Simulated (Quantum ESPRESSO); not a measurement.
Input of a Quantum ESPRESSO 7.5 run:

scf.in

```
&CONTROL
  calculation = 'scf'
  prefix = 'pwscf'
  outdir = './tmp'
  pseudo_dir = './pseudo'
/
&SYSTEM
  ibrav = 0
  nat = 2
  ntyp = 1
  ecutwfc = 84
  nbnd = 22
  occupations = 'smearing'
  smearing = 'fd'
  degauss = 0.00367493
  force_symmorphic = .true.
/
&ELECTRONS
  conv_thr = 4d-10
  electron_maxstep = 120
  mixing_beta = 0.5
/
ATOMIC_SPECIES
As    74.9216 As.upf
CELL_PARAMETERS angstrom
   1.8807968987    1.0858785957    3.5140619945
  -1.8807968987    1.0858785957    3.5140619945
   0.0000000000   -2.1717571915    3.5140619945
ATOMIC_POSITIONS crystal
As     0.2260000000    0.2260000000    0.2260000000
As     0.7740000000    0.7740000000    0.7740000000
K_POINTS automatic
10 10 10 0 0 0
```

nscf.in

```
&CONTROL
  calculation = 'nscf'
  prefix = 'pwscf'
  outdir = './tmp'
  pseudo_dir = './pseudo'
/
&SYSTEM
  ibrav = 0
  nat = 2
  ntyp = 1
  ecutwfc = 84
  nbnd = 135
  occupations = 'smearing'
  smearing = 'fd'
  degauss = 0.00367493
  force_symmorphic = .true.
/
&ELECTRONS
  conv_thr = 1d-08
  diago_full_acc = .true.
  diago_thr_init = 1d-06
/
ATOMIC_SPECIES
As    74.9216 As.upf
CELL_PARAMETERS angstrom
   1.8807968987    1.0858785957    3.5140619945
  -1.8807968987    1.0858785957    3.5140619945
   0.0000000000   -2.1717571915    3.5140619945
ATOMIC_POSITIONS crystal
As     0.2260000000    0.2260000000    0.2260000000
As     0.7740000000    0.7740000000    0.7740000000
K_POINTS automatic
4 4 4 0 0 0
```

Potentials or basis: PseudoDojo 0.4.1 SR PBEsol standard.

Launch:

```sh
$ OMP_NUM_THREADS=1 pw.x -in scf.in > scf.out
$ OMP_NUM_THREADS=1 pw.x -in nscf.in > nscf.out
```

Question: What does it give for the band gap on the k mesh, mean-field level?

Answer: 0.01 eV, direct.

Caveat: the k mesh is coarse (spacing up to 0.50 Å⁻¹), so the values aren't converged. A k mesh can miss the band edges.
